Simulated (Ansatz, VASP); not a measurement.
One calculation of Ca, two programs

```
Ca
1.0
     3.98000    0.00000    0.00000
    -1.99000    3.44678    0.00000
     0.00000    0.00000    6.52000
Ca
2
Direct
  0.66667 0.33333 0.75000
  0.33333 0.66667 0.25000
```

This isn't the form of Ca at room conditions, which is fcc.

Alike in both runs: task single point; functional PBE; k mesh 8 × 8 × 4; occupations fermi-dirac, width 0.05 eV; no spin polarisation.

|  | VASP | Ansatz |
| --- | --- | --- |
| version | VASP 6.6.1 | Ansatz 0.2.0 |
| potentials or method | VASP PAW PBE potentials, release 64 (Ca_sv) | Ansatz PAW |
| plane-wave cutoff (eV) | 520 | 420 |
| valence electrons in the cell | 20 | 20 |

```csv
,VASP,Ansatz,Ansatz less VASP
gap on the k mesh at the Fermi level (eV),none,none,-
pressure (GPa),-0.8,-0.8,-0.01
largest component of the traceless stress (GPa),0.17,0.17,-0.002
```

A gap of «none» marks a metal or a gap that the smearing closes. The functional is the same, so the differences come from potentials, cutoffs and numerics.
